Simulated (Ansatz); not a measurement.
## Zone-centre phonons of TaC: input and output

Theory: DFT PBEsol, scalar-relativistic, plane waves, PAW (Ansatz 0.2.0).

Launched with:
```bash
ansatz run input.yaml --threads 1 --pin off --max-ram 4096MiB --backend cpu --events-out ev --progress --plain --runs-dir out
```

Input (bare energies are in eV):
```yaml
crystal:
  lattice:
    - [0.0, 2.2202181181, 2.2202181181]
    - [2.2202181181, 0.0, 2.2202181181]
    - [2.2202181181, 2.2202181181, 0.0]
  atoms:
    - { symbol: Ta, position: [0.0, 0.0, 0.0] }
    - { symbol: C, position: [0.5, 0.5, 0.5] }
basis:
  ecutwfc: 420
kpoints:
  mp_grid: { grid: [16, 16, 16] }
hamiltonian:
  xc: pbesol
scf:
  occupations: { method: fermi_dirac, width: 0.15 }
output:
  eigenvalues: true
phonons:
  method: dfpt
  eigenvectors: true
```

The end of the output:
```
--- Phonons (Γ-DFPT): 2 representative perturbations + reference, on 349 of 4096 k-points (Σ response iterations 6) ---
  k mesh reduced under 8 symmetry operations, with k and −k counted as one. Each operation leaves every solved perturbation unchanged. A smaller set is not used because it would not reduce the number of displacements ...
  ASR residual: 7.123e-4 → 0.000e0 eV/Å²; symmetrization residual: 5.596e-7 eV/Å²
  ASR residual per site (eV/Å²): 7.12e-4 1.81e-4
  Γ frequencies (cm⁻¹): 0.00 0.00 0.00 560.25 560.25 560.25
  non-analytic LO–TO correction: not included (Born effective charges unavailable; polar crystals: no LO–TO splitting at Γ)
```

Time: 33 s on 1 thread of Arm Neoverse V1, with other jobs on the host, peak memory 0.58 GiB.

In a metal, frequencies and elastic constants depend on the k mesh and the smearing, soft modes and shear constants most. Spin–orbit coupling is left out, which can shift energies with elements as heavy as these.